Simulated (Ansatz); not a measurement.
Rows from a G0W0 calculation on InSe (layers cut from the bulk crystal) (Ansatz 0.2.0; G0W0 on PBE, plane waves, PAW; 6×6×1 mesh, 635 empty bands, screening to 70 eV), in eV. Spin-orbit coupling is left out.

| row | Σx | Σc | Vxc | Z |
| --- | --- | --- | --- | --- |
| A | -10.65 | -3.06 | -14.34 | 0.76 |
| B | -7.41 | -3.57 | -11.50 | 0.77 |
| C | -15.28 | 1.31 | -13.30 | 0.74 |
| D | -9.91 | -2.81 | -13.24 | 0.77 |
| E | -15.55 | 1.30 | -13.58 | 0.74 |
| F | -8.13 | -3.43 | -12.11 | 0.78 |

Q: Which rows are filled states and which are empty ones, and how can one tell?

Filled: C and E. Empty: A, B, D and F. The sign of Σc tells: for a filled state bare exchange, which holds its interaction with itself, lies below Vxc (Σx − Vxc is -2.0 eV or lower here) and screening gives part back as a positive Σc. For an empty state Σx lies above Vxc (+3.3 eV or more) and the Coulomb hole leaves Σc negative.

[Runs of the session that timed out or met a known fault of the program may be left out.]

[Cells called generated may have been cut or substituted from an entry of the Crystallography Open Database or the Materials Project.]

[Hosts, paths, dates, database ids (printed as entryN), source tags and the programs' standing remarks are cut or masked in the printed files.]
